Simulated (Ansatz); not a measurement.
# Sr under strain

Level of theory: DFT PBEsol, scalar-relativistic, plane waves, PAW in Ansatz 0.2.0. Settings: 420 eV cutoff, 12×12×10 k-mesh, Gaussian smearing of 0.10 eV, no spin polarisation.

Starting point, cell and atoms relaxed:

```xyz
2
Lattice="2.9579 2.9579 0.0000 -2.9579 2.9579 0.0000 0.0000 0.0000 5.9158" Properties=species:S:1:pos:R:3 pbc="T T T"
Sr    0.0000    0.0000    0.0000
Sr    0.0000    2.9579    2.9579
```

Deformation: c alone is stretched, the rest of the cell is held and the atoms relax, all within the symmetry that the strain leaves. Energies are extrapolated to zero smearing. Stress is positive in compression, on the Cartesian axes of the cell above.

Strains computed: -3.0, -2.0, -1.0, +1.0, +2.0, +3.0 %.

Q: At which strain does the energy stand 2.0 meV/atom over the relaxed crystal with σxx = 0.40, σyy = 0.40, σzz = 0.49 GPa?

A: -3.0 %.